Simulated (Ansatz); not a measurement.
SnSe:

```
Sn Se
1.0
     4.25678    0.00000    0.00000
     2.12839    3.68648    0.00000
     2.12839    1.22883    3.47565
Sn Se
1 1
Cartesian
  0.0000 0.0000 0.0000
  4.2568 2.4577 1.7378
```

Measurements of this composition are mostly on another form, of space group No. 62.

* Program: Ansatz 0.2.0
* Task: relaxation of cell and atoms
* Functional: BLYP
* Potentials or basis: PseudoDojo standard
* Cutoff: 1170 eV
* Density cutoff: 4680 eV
* k mesh: 8 × 8 × 8
* Occupations: cold, width 0.025 eV
* Spin: no spin polarisation

At the start: volume 27.27 Å³/atom.

**Question.** How do energy, volume and symmetry change on relaxing?

**Answer.** Over 7 steps the energy falls by 36.8 meV/atom and the volume is 30.01 Å³/atom (+10.0 %); space group Fm-3m (No. 225, to 0.05 Å).

The path:
```tsv
step	energy change (eV)	largest force (eV/Å)	volume (Å³)
1	0.0000	0.0000	54.54
2	-0.0619	0.0000	62.07
3	-0.0716	0.0000	60.16
4	-0.0718	0.0000	59.88
5	-0.0735	0.0000	59.88
6	-0.0735	0.0000	60.02
7	-0.0735	0.0000	60.02
```

Final structure:
```cif
data_structure
_symmetry_space_group_name_H-M 'P 1'
_symmetry_Int_Tables_number 1
_cell_length_a 4.3947
_cell_length_b 4.3947
_cell_length_c 4.3947
_cell_angle_alpha 60.000
_cell_angle_beta 60.000
_cell_angle_gamma 60.000
_cell_volume 60.02
loop_
_atom_site_label
_atom_site_type_symbol
_atom_site_fract_x
_atom_site_fract_y
_atom_site_fract_z
_atom_site_occupancy
Sn1 Sn 0.00000 0.00000 0.00000 1
Se1 Se 0.50000 0.50000 0.50000 1
```

Caveat: the potentials were made for another functional, which shifts forces and pressure; the volume moved by +10 % from the deposited cell, more than functionals usually miss.
